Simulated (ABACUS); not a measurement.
Runs of ABACUS 3.10.1 on Ag. It takes space group Fm-3m (No. 225, cubic). The conventional cell has a = 4.085 Å, b = 4.085 Å, c = 4.085 Å, α = 90.00°, β = 90.00°, γ = 90.00°. Ag (site symmetry m-3m) has 12 Ag at 2.89 Å as nearest neighbours. 

```tsv
task	level	potentials or basis	cell	k mesh	cutoff (eV)	SCF threshold on the density	eigensolver	symmetry key	threshold of the eigensolver	path	mesh quality	gap on the mesh (eV)	pressure (GPa)
single point	TASK	SG15 ONCV 1.2 PBE, plane waves	as given	7 × 7 × 7	1293	1e-08	dav	1	-	-	coarse	none	424.7
single point	PBEsol	PseudoDojo NC SR 0.4.1 PBE standard, DZP LCAO (the cutoffs set its grid)	as given	10 × 10 × 10	1361	1e-07	genelpa	1	-	-	not flagged	none	(a)
single point	r2SCAN	SG15 ONCV 1.2 PBE, plane waves	as given	7 × 7 × 7	1293	1e-08	dav	1	-	-	coarse	none	-0.1
single point	SCAN	SG15 ONCV 1.2 PBE, DZP LCAO (the cutoffs set its grid)	as given	8 × 8 × 8	1361	1e-07	genelpa	1	-	-	not flagged	none	0.3
relaxation of cell and atoms	TASK	SG15 ONCV 1.2 PBE, plane waves	relaxed	7 × 7 × 7	1293	1e-08	dav	1	-	-	coarse	none	0.0
```

Alike in all rows: no spin polarisation; smearing fermi-dirac 0.05 eV.

Question: Estimate the missing entries.

Answer: (a) -1.5.

Caveats: some runs use coarse meshes; the potentials were made for another functional, which shifts forces and pressure; the atomic orbitals were generated for these runs and aren't a published set (some runs); the basis of atomic orbitals isn't converged, which shifts pressures, moduli and gaps (some runs); a pressure of tens of GPa on the cell as given is suspect, and the run, the potentials or the cell itself is likely at fault (some runs).

A k mesh can miss the band edges, and the runs leave out spin-orbit coupling on Ag.

A gap of «none» marks a metal or a gap under the smearing width.

Runs at the PBE level aren't shown here.
